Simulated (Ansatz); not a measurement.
**SnTe: response to strain**

SnTe is deformed so: equal xx and yy strain of +3 %. What stress and forces result, by LAPW, PAW and all-electron datasets made for the crystal?

Computed with Ansatz 0.2.0 (DFT PBE, scalar-relativistic, unless a step's input says otherwise).

**1. The structure to begin with**

The structure is cubic, space group Fm-3m (No. 225). The conventional cell has a = 6.313 Å, b = 6.313 Å, c = 6.313 Å, α = 90.00°, β = 90.00°, γ = 90.00°. Sn (site symmetry m-3m) is surrounded by 6 Te at 3.16 Å. Te (site symmetry m-3m) has 6 Sn at 3.16 Å as nearest neighbours.

Structure file:

```
Sn Te
1.0
     0.00000    3.15650    3.15650
     3.15650    0.00000    3.15650
     3.15650    3.15650    0.00000
Sn Te
1 1
Direct
  0.00000 0.00000 0.00000
  0.50000 0.50000 0.50000
```

Atoms are numbered in the order of the input: Sn1, Te2.

**2. After the deformation**

Space group Fm-3m before, I4/mmm after.

**3. LAPW, all electrons**

The input, input.yaml:

```yaml
crystal:
  lattice:
    - [0.0, 3.251195, 3.1565]
    - [3.251195, 0.0, 3.1565]
    - [3.251195, 3.251195, 0.0]
  atoms:
    - { symbol: Sn, position: [0.0, 0.0, 0.0] }
    - { symbol: Te, position: [0.5, 0.5, 0.5] }
kpoints:
  mp_grid: { grid: [11, 11, 11] }
  band_path:
    path:
      - [0.0, 0.0, 0.0]
      - [0.0, 0.5, 0.5]
      - [0.25, 0.75, 0.5]
      - [0.0, 0.5, 0.0]
      - [0.0, 0.0, 0.0]
      - [0.5, 0.5, 0.0]
      - [0.3826125, 0.6173875, 0.0]
      - [-0.3826125, 0.3826125, 0.0]
      - [0.0, 0.0, 0.0]
    npoints: 5
scf:
  occupations: { method: fermi_dirac, width: 0.08 }
hamiltonian:
  xc: pbe
  pseudopotentials: { kind: all_electron, lapw: { basis_error: 0.00025 } }
output:
  forces: true
  stress: true
  eigenvalues: true
```

Run with:

```bash
ansatz run input.yaml --threads 1 --pin off --max-ram 3072MiB --backend cpu --events-out ev --progress --plain --runs-dir out
```

What it wrote, shortened:

```text
LAPW: plane waves up to 7.532 Å⁻¹, error target 2.5e-4 eV per atom; small_component_spin mean_spin; Sn in spheres of 1.592 Å, 22 of its electrons in bands, Dirac shells []; Te in spheres of 1.564 Å, 24 of its electrons in bands, Dirac shells []
[...]
Pseudopotentials: kind: all_electron
Pseudopotential: Sn, LAPW, valence charge 22, Koelling and Harmon's equation, gaussian nucleus
Pseudopotential: Te, LAPW, valence charge 24, Koelling and Harmon's equation, gaussian nucleus
Functional definition: PBE
[...]
Crystal: 2 atoms, lattice volume = 66.730 Å³
Basis set: ecut = 216.1229475827843 eV, 515 PW (Γ), exchange–correlation at level 2
Bands: 28, of which v1, the nominal top of the filled ones, is band 23 counted from 1 (22 counted from 0)
Symmetry: 16 space group operations
Space group: I4/mmm (ITA 139), of the structure as read, at distance tolerance 4.1e-5 Å
k-points: 126 of 1331
[...]
SCF iter   1: F=—  HF=-352974.435913 eV  |F-HF|=—  |Δ(HF+E_count)|=         —  Δρ=1.34e-2  dr2=2.85e-1  ethr=6.18e-4  ⟨swp⟩=2.5  Hψ=22461  notcnv=0
[...]
SCF iter   6: F=-352974.364551 eV  HF=-352974.364551 eV  |F-HF|=5.58e-8  |Δ(HF+E_count)|=   8.78e-6  Δρ=1.04e-5  dr2=9.09e-8  ethr=2.22e-8  ⟨swp⟩=2.9  Hψ=10905  notcnv=0
[...]
NSCF: frozen V_eff on 41 k-points
SCF converged after 6 iterations
Free energy (F): -352974.364551 eV
[...]
E sigma→0 (E₀):  -352974.363853 eV
Entropy (-TS):   -0.001396 eV (-0.698 meV/atom)
Fermi energy:    10.942889 eV
[...]
--- Forces (eV/Å), atoms counted from 1 ---
  atom   1  Sn    -0.00000000     0.00000000     0.00000000
  atom   2  Te     0.00000000     0.00000000     0.00000000
[...]
--- Stress (GPa, compression-positive) ---
       -1.520797       0.000000       0.000000
        0.000000      -1.520797       0.000000
        0.000000       0.000000       1.749983
  P = ⅓ Tr σ = -0.4305 GPa (-4.305 kbar)
--- Band table (eV; the first three rows and the last of 126) ---
[...]
```

It took 41 s on 1 thread of Arm Neoverse V1, shared host; peak memory 0.65 GiB.

This run gives: pressure -0.43 GPa; gap 0.05 eV, direct at N.

**4. Frozen-core PAW**

The input, input.yaml:

```yaml
crystal:
  lattice:
    - [0.0, 3.251195, 3.1565]
    - [3.251195, 0.0, 3.1565]
    - [3.251195, 3.251195, 0.0]
  atoms:
    - { symbol: Sn, position: [0.0, 0.0, 0.0] }
    - { symbol: Te, position: [0.5, 0.5, 0.5] }
kpoints:
  mp_grid: { grid: [11, 11, 11] }
scf:
  occupations: { method: fermi_dirac, width: 0.08 }
hamiltonian:
  xc: pbe
  pseudopotentials: { kind: paw }
output:
  forces: true
  stress: true
  eigenvalues: true
  efg: { contact_densities: true }
  write_density: true
  write_potential: true
  elf: true
  volumetric_format: npy
```

Run with:

```bash
ansatz run input.yaml --threads 1 --pin off --max-ram 3072MiB --backend cpu --events-out ev --progress --plain --runs-dir out
```

What it wrote, shortened:

```text
Sn, Te: output.efg is read without spin–orbit coupling, which moves field gradients at and beside such atoms by some per cent and up to a factor of two; PAW files take it under magnetization.noncollinear and magnetization.spin_orbit
[...]
Pseudopotentials: kind: paw
Pseudopotential: Sn, paw, valence charge 14, recommended cutoff 420 eV (normal)
Pseudopotential: Te, paw, valence charge 16, recommended cutoff 420 eV (normal)
Functional definition: PBE
[...]
Crystal: 2 atoms, lattice volume = 66.730 Å³
Basis set: ecut = 420 eV, 1307 PW (Γ), exchange–correlation on 64×64×64 points (8 copies of the dense FFT grid, shifted against one another)
Bands: 19, of which v1, the nominal top of the filled ones, is band 15 counted from 1 (14 counted from 0)
Symmetry: 16 space group operations
Space group: I4/mmm (ITA 139), of the structure as read, at distance tolerance 4.1e-5 Å
k-points: 126 of 1331
[...]
  atom   1  Sn    -0.00000000     0.00000000     0.00000000
  atom   2  Te     0.00000000     0.00000000     0.00000000
[...]
--- Stress (GPa, compression-positive) ---
       -1.523945       0.000000       0.000000
        0.000000      -1.523945       0.000000
        0.000000       0.000000       1.748063
  P = ⅓ Tr σ = -0.4333 GPa (-4.333 kbar)
--- PAW observables at the nuclei: V_zz in 10²¹ V/m², potentials from the cell's mean, atoms counted from 1 ---
  atom   1  Sn V_zz =    -4.449562   η = 0.0000   by run symmetry: allowed
            electrostatic potential = -8171.298118 V   contact ρ = 1236477.772751 e/Å³
  atom   2  Te V_zz =    -0.730618   η = 0.0000   by run symmetry: allowed
            electrostatic potential = -8647.680859 V   contact ρ = 1468740.750144 e/Å³
--- Band table (eV; the first three rows and the last of 126) ---
  k-point 0: bands = ["-28.1557", "-28.1517", "-28.1517", "-28.1517", "-28.1495", "-13.1590", "-13.1577", "-13.1480", "-13.1480", "-13.1471", "-3.6132", "3.8203", "6.5544", "6.8679", "6.8679", "11.7241", "11.7241", "12.4145", "13.5594"]
[...]
```

Run time: 13 s. Hardware: 1 thread of Arm Neoverse V1, shared host; peak memory 0.47 GiB.

In short: pressure -0.43 GPa; gap on the k mesh 0.39 eV (an odd mesh misses the zone boundary); Vzz Sn1 -4.45 (η = 0.00), Te2 -0.73 (η = 0.00) (10²¹ V/m²).

The fields are shown in the conventional cell of this run's space group, carried over from its grid by interpolation.

Density in a lattice plane of the grid's cell (edges 4.60 and 6.31 Å, at 0.000 of the third edge), which holds Sn and Te.

Ten even steps from ' ' (0.02 e/Å³) to '@' (16.48 e/Å³):
```
**==::                          ::==
....                              ..
                                    
                                    
                                    
                                    
                                    
::..                              ..
##++::                          ::++
@@%%--                          --%%
##++::                          ::++
::..                              ..
                                    
                                    
                                    
                                    
                                    
....                              ..
**==::                          ::==
@@##--                          --##
```
Columns run along the first of these edges and rows up along the second, over one cell in 18 and 20 even steps from the bottom left corner. Atoms in the plane (fractional): Sn at (0.00, 0.00), Te at (0.00, 0.50).

ELF in the same plane.

Ten even steps from '0' (0.00) to '9' (0.64):
```
002554311011345520
235554210001245553
555543100000134555
555431000000013455
776431000000013467
999864200000246899
888997410001479988
456899631013699865
003789841014898730
302689841014898620
003789841014898730
456899631013699865
888997410001479988
999864200000246899
776431000000013467
555431000000013455
555543100000134555
235554210001245553
002554311011345520
001455311011355410
```
Columns run along the first of these edges and rows up along the second, over one cell in 18 and 20 even steps from the bottom left corner. Atoms in the plane (fractional): Sn at (0.00, 0.00), Te at (0.00, 0.50).

Both are smooth fields of the valence electrons: close to the nuclei they are not physical.

Maxima of ELF outside the ion cores: 0.66 beside Te, off the lines to its neighbours, 1.3 Å from Te; 0.66 on the Te–Sn line, 1.3 Å from Te.

**5. Datasets made for this crystal**

Changes to input.yaml since step 4:

```diff
@@ -14,3 +14,3 @@
   xc: pbe
-  pseudopotentials: { kind: paw }
+  pseudopotentials: { kind: all_electron, datasets: crystal }
 output:
@@ -20,5 +20 @@
   efg: { contact_densities: true }
-  write_density: true
-  write_potential: true
-  elf: true
-  volumetric_format: npy
```

Run with:

```bash
ansatz run input.yaml --threads 1 --pin off --max-ram 3072MiB --backend cpu --events-out ev --progress --plain --runs-dir out
```

What it wrote, shortened:

```text
[...]
Sn, Te: output.efg is read without spin–orbit coupling, which moves field gradients at and beside such atoms by some per cent and up to a factor of two; PAW files take it under magnetization.noncollinear and magnetization.spin_orbit
[...]
Pseudopotentials: kind: all_electron
Pseudopotential: Sn, paw, valence charge 14, recommended cutoff 240 eV (normal), Koelling and Harmon's equation, gaussian nucleus
Pseudopotential: Te, paw, valence charge 16, recommended cutoff 240 eV (normal), Koelling and Harmon's equation, gaussian nucleus
Functional definition: PBE
[...]
Crystal: 2 atoms, lattice volume = 66.730 Å³
Basis set: ecut = 240 eV, 535 PW (Γ), exchange–correlation on 48×48×48 points (8 copies of the dense FFT grid, shifted against one another)
Bands: 14, of which v1, the nominal top of the filled ones, is band 10 counted from 1 (9 counted from 0)
[...]
        0.000000       0.000000       1.749379
  P = ⅓ Tr σ = -0.4311 GPa (-4.311 kbar)
  It holds what live shells' own plane waves past their cutoff add
--- PAW observables at the nuclei: V_zz in 10²¹ V/m², potentials from the cell's mean, atoms counted from 1 ---
  atom   1  Sn V_zz =    -4.530439   η = 0.0000   by run symmetry: allowed
            electrostatic potential = -8171.264069 V   contact ρ = 1236389.873464 e/Å³
  atom   2  Te V_zz =    -0.736377   η = 0.0000   by run symmetry: allowed
            electrostatic potential = -8647.669582 V   contact ρ = 1468582.003959 e/Å³
--- Band table (eV; the first three rows and the last of 126) ---
  k-point 0: bands = ["-10.9457", "-10.9443", "-10.9363", "-10.9363", "-10.9360", "-1.3989", "6.0350", "8.7683", "9.0820", "9.0820", "13.9385", "13.9385", "14.6285", "15.7724"]
[...]
  guard bands above this table: 0 of the run's 14 bands, where the rule asks 2: the bands that hold charge and the lowest empty level above them stay in the table. A level can be missing at the table's top as with no guard band: raise scf.n_extra_bands
```

It took 16 s on 1 thread of Arm Neoverse V1, shared host; peak memory 0.65 GiB.

Read from it: pressure -0.43 GPa; gap on the k mesh 0.39 eV (an odd mesh misses the zone boundary); Vzz Sn1 -4.53 (η = 0.00), Te2 -0.74 (η = 0.00) (10²¹ V/m²).

**6. Side by side**

Stress (GPa, compression positive):

| method | xx | yy | zz | yz | xz | xy |
| --- | --- | --- | --- | --- | --- | --- |
| LAPW | -1.52 | -1.52 | 1.75 | 0.00 | 0.00 | 0.00 |
| PAW | -1.52 | -1.52 | 1.75 | 0.00 | 0.00 | 0.00 |
| crystal datasets | -1.52 | -1.52 | 1.75 | 0.00 | 0.00 | 0.00 |

| method | pressure (GPa) | gap on the k mesh (eV) | Vzz Sn1 (10²¹ V/m²) | Vzz Te2 (10²¹ V/m²) | SCF cycles, all passes |
| --- | --- | --- | --- | --- | --- |
| LAPW | -0.43 | 0.39 | – | – | 6 |
| PAW | -0.43 | 0.39 | -4.45 | -0.73 | 6 |
| crystal datasets | -0.43 | 0.39 | -4.53 | -0.74 | 7 |

**7. Summary of results**

| quantity | value |
| --- | --- |
| pressure | LAPW -0.43, PAW -0.43, crystal datasets -0.43 GPa |
| largest shear or deviatoric stress (LAPW) | 2.18 GPa |

The largest part of the stress beyond the pressure is 2.18 GPa in size, in the zz component; the atoms are carried along and not relaxed. No run of the undeformed cell stands beside it, so the pressure holds what the given cell had before the change. PAW: stress within 0.01 GPa of LAPW. Crystal datasets: stress within 0.01 GPa of LAPW. Spin-orbit coupling is left out, though the cell holds Te; in elements this heavy it can shift bands and gaps by tenths of an eV.
